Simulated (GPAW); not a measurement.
A run of GPAW 26.7.0:

File run.py:

```python
from ase.calculators.mixing import SumCalculator
from ase.dft.bandgap import bandgap
from ase.io import read, write
from ase.units import Bohr, GPa
from dftd3.ase import DFTD3
from gpaw import GPAW, PW, setup_paths
from gpaw.elf import elf_from_dft_calculation

setup_paths.insert(0, '.')

atoms = read('POSCAR')

calc = GPAW(mode=PW(600),
            xc='PBEsol',
            kpts={'size': (11, 11, 11), 'gamma': True},
            occupations={'name': 'fermi-dirac', 'width': 0.05},
            nbands=10,
            convergence={'density': 1e-05, 'energy': 1e-05},
            symmetry={'point_group': False},
            maxiter=60,
            txt='gpaw.txt')
atoms.calc = SumCalculator([calc, DFTD3(damping='d3bj', params_tweaks=dict(method='pbesol', atm=True))])
energy = atoms.get_potential_energy()
forces = atoms.get_forces()
stress = atoms.get_stress()
calc.write('gs.gpw')
write('result.traj', atoms)
print(f'Energy: {energy:.6f} eV')
print('Forces (eV/A):')
print(forces.round(4))
print('Stress (GPa):', (stress / GPa).round(3))
print('Fermi level:', round(calc.get_fermi_level(), 4), 'eV')
print(f'Gap: {bandgap(calc)[0]:.4f} eV, direct: {bandgap(calc, direct=True)[0]:.4f} eV')

# fields on the real-space grid
write('density.cube', atoms, data=calc.get_pseudo_density() * Bohr**3)
write('potential.cube', atoms, data=calc.get_electrostatic_potential())
write('elf.cube', atoms, data=elf_from_dft_calculation(calc).data)
```

Contents of POSCAR:

```
Ge
1.0
   -0.0282083000      2.1019966500      2.1134578200
    2.0716247400     -0.0325513900      2.1178009100
    2.0429605600      2.0776755600     -0.0038872100
Ge
1
Direct
    0.0000000000      0.0000000000      0.0000000000
```

Potentials or basis: PAW data sets generated in the run's folder for this functional, pw.

The run is started by

```console
$ gpaw-setup -f PBEsol Ge
$ OMP_NUM_THREADS=1 python run.py
```

Hardware: 1 thread of Arm Neoverse V1, with other jobs on the host.

Question: Estimate the wall time of this run.

Answer: Wall time 88 s on 1 thread of Arm Neoverse V1 (shared host), peak memory 0.26 GiB. Counts: scf iterations 8, plane waves 627, bands 10, k points 666.
